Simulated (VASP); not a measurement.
Rh:

```
Rh
1.0
     0.00000    1.89785    1.89785
     1.89785    0.00000    1.89785
     1.89785    1.89785    0.00000
Rh
1
Direct
  0.00000 0.00000 0.00000
```

| Property | Result |
| --- | --- |
| Program | VASP 6.6.1 |
| Task | relaxation of cell and atoms |
| Functional | LDA |
| Potentials or basis | VASP PAW LDA potentials, release 64 (Rh_pv) |
| Cutoff | 600 eV |
| k mesh | 10 × 10 × 10 |
| Occupations | fermi-dirac, width 0.05 eV |
| Spin | no spin polarisation |

At the start: pressure -9.1 GPa; volume 13.67 Å³/atom.

Question: How do energy, volume and symmetry change on relaxing?

Answer: Over 4 steps the energy falls by 12.1 meV/atom and the volume is 13.26 Å³/atom (-3.0 %); space group Fm-3m (No. 225, to 0.05 Å).

Step by step:
```
step  energy change (eV)  largest force (eV/Å)  pressure (GPa)  volume (Å³)
   1              0.0000                0.0000           -9.05        13.67
   2              0.0870                0.0000           32.69        12.20
   3             -0.0120                0.0000           -0.29        13.27
   4             -0.0121                0.0000           -0.05        13.26
```

Final structure:
```
Rh
1.0
     0.00000    1.87858    1.87858
     1.87858    0.00000    1.87858
     1.87858    1.87858    0.00000
Rh
1
Direct
  0.00000 0.00000 0.00000
```
